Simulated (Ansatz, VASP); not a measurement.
Two plane-wave programs on Au

INCAR

```
SYSTEM = Au
PREC = Accurate
ENCUT = 520
EDIFF = 1E-6
ISMEAR = -4
SIGMA = 0.1
LREAL = .False.
LASPH = .True.
NELM = 80
ALGO = Normal
ISIF = 2
LWAVE = .False.
LCHARG = .False.
GGA = PS
NBANDS = 12
```

KPOINTS

```
Automatic mesh
0
Gamma
  18 18 18
  0 0 0
```

The input POSCAR:

```
Au
1.0
    0.0000000000      2.0418799349      2.0418799349
    2.0418799349      0.0000000000      2.0418799349
    2.0418799349      2.0418799349      0.0000000000
Au
1
Direct
    0.0000000000      0.0000000000      0.0000000000
```

Input for Ansatz:

```yaml
crystal:
  lattice:
    - [0.0, 2.0418799349, 2.0418799349]
    - [2.0418799349, 0.0, 2.0418799349]
    - [2.0418799349, 2.0418799349, 0.0]
  atoms:
    - { symbol: Au, position: [0.0, 0.0, 0.0] }
basis:
  ecutwfc: 420
kpoints:
  mp_grid: { grid: [18, 18, 18] }
hamiltonian:
  xc: pbesol
scf:
  occupations: { method: tetrahedron_uncorrected }
  eigensolver: { kind: davidson }
output:
  forces: true
  eigenvalues: true
  stress: true
```

Alike in both runs: task single point; functional PBEsol; k mesh 18 × 18 × 18; no spin polarisation.

|  | VASP | Ansatz |
| --- | --- | --- |
| version | VASP 6.6.1 | Ansatz 0.2.0 |
| potentials or method | VASP PAW PBE potentials, release 64 (Au) | scalar-relativistic, plane waves, PAW |
| plane-wave cutoff (eV) | 520 | 420 |
| occupations | tetrahedron | tetrahedron-uncorrected |
| valence electrons in the cell | 11 | 19 |

Ansatz gave:

| Item | Value |
| --- | --- |
| gap on the k mesh at the Fermi level (eV) | none |
| pressure (GPa) | 0.0 |

Problem. Which values does VASP return?

Solution. gap on the k mesh at the Fermi level (eV): none; pressure (GPa): -0.3.

A gap of «none» marks a metal or a gap that the smearing closes. The two sets of potentials don't hold the same shells in valence. Ansatz warned: «band_table_not_solved_further».

Caveats: the PAW data sets were made with another functional, which shifts forces and pressure a little (VASP). Spin-orbit coupling is left out, which matters for the levels of Au.
